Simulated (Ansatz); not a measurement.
# AlNi3: convergence and cost

This session on AlNi3 sets out to sweep the functional.

Computed with Ansatz 0.2.0 (DFT PBE, scalar-relativistic, plane waves, PAW for the base; runs at other levels say so in their headings and inputs, unless a step's input says otherwise).

1 further run of the same task is left out (set aside as unsound or not needed).

**1. The structure to begin with**

Symmetry: Fm-3m, No. 225, cubic system. Conventional cell: a = 5.604 Å, b = 5.604 Å, c = 5.604 Å, α = 90.00°, β = 90.00°, γ = 90.00°. Al (site symmetry m-3m) is surrounded by 8 Ni at 2.43 Å. Around Ni (site symmetry -43m) lie 4 Al at 2.43 Å and 4 Ni at 2.43 Å. Around Ni (site symmetry m-3m) lie 8 Ni at 2.43 Å.

Structure file:

```
CELL_PARAMETERS angstrom
0.00000 2.80189 2.80189
2.80189 0.00000 2.80189
2.80189 2.80189 0.00000
ATOMIC_POSITIONS crystal
Al 0.50000 0.50000 0.50000
Ni 0.25000 0.25000 0.25000
Ni 0.00000 0.00000 0.00000
Ni 0.75000 0.75000 0.75000
```

Source of the structure: the Materials Project (structure only). It is taken as it stands there.

**2. The base input**

input.yaml reads:

```yaml
crystal:
  lattice:
    - [0.0, 2.8018887551, 2.8018887551]
    - [2.8018887551, 0.0, 2.8018887551]
    - [2.8018887551, 2.8018887551, 0.0]
  atoms:
    - { symbol: Al, position: [0.5, 0.5, 0.5] }
    - { symbol: Ni, position: [0.25, 0.25, 0.25] }
    - { symbol: Ni, position: [0.0, 0.0, 0.0] }
    - { symbol: Ni, position: [0.75, 0.75, 0.75] }
basis:
  ecutwfc: 420
kpoints:
  mp_grid: { grid: [14, 14, 14] }
hamiltonian:
  xc: pbe
scf:
  occupations: { method: gaussian, width: 0.1 }
output:
  forces: true
  stress: true
  eigenvalues: true
  populations: true
  write_density: true
  write_potential: true
  elf: true
  volumetric_format: npy
```

It was run beforehand and gave: -4514.5311 eV/atom at zero smearing, pressure 7.11 GPa, largest force 0.000 eV/Å, no gap on the mesh, in 7 SCF cycles and 22 s.

**3. Functional set to LDA**

input.yaml reads:

```yaml
crystal:
  lattice:
    - [0.0, 2.8018887551, 2.8018887551]
    - [2.8018887551, 0.0, 2.8018887551]
    - [2.8018887551, 2.8018887551, 0.0]
  atoms:
    - { symbol: Al, position: [0.5, 0.5, 0.5] }
    - { symbol: Ni, position: [0.25, 0.25, 0.25] }
    - { symbol: Ni, position: [0.0, 0.0, 0.0] }
    - { symbol: Ni, position: [0.75, 0.75, 0.75] }
basis:
  ecutwfc: 420
kpoints:
  mp_grid: { grid: [14, 14, 14] }
hamiltonian:
  xc: lda
scf:
  occupations: { method: gaussian, width: 0.1 }
output:
  forces: true
  stress: true
  eigenvalues: true
```

Command:

```
> ansatz run input.yaml --threads 1 --pin off --max-ram 2560MiB --backend cpu --events-out ev --progress --plain --runs-dir out
```

**4. Functional set to PBEsol**

Changes to input.yaml since step 3:

```diff
@@ -15,3 +15,3 @@
 hamiltonian:
-  xc: lda
+  xc: pbesol
 scf:
@@ -22 +22,5 @@
   eigenvalues: true
+  write_density: true
+  write_potential: true
+  elf: true
+  volumetric_format: npy
```

**5. Functional set to r2SCAN**

Changes to input.yaml since step 4:

```diff
@@ -11,3 +11,3 @@
 basis:
-  ecutwfc: 420
+  ecutwfc: 500
 kpoints:
@@ -15,3 +15,3 @@
 hamiltonian:
-  xc: pbesol
+  xc: r2scan
 scf:
@@ -22,5 +22 @@
   eigenvalues: true
-  write_density: true
-  write_potential: true
-  elf: true
-  volumetric_format: npy
```

(Steps that only read results are left out.)

What results come out of these runs, taken together? Wanted: gap on the mesh.

The runs gave:

| quantity | value |
| --- | --- |
| gap on the mesh (eV) by functional | PBE: metal; LDA: metal; PBEsol: metal; r2SCAN: metal |

What this shows: No run finds a gap on its mesh. At this one cell the pressure rises in the order LDA, PBEsol, r2SCAN, PBE: the lower it is, the smaller the cell that the functional prefers. The final runs have no spin polarisation, so no magnetic state was tried and one may lie lower.
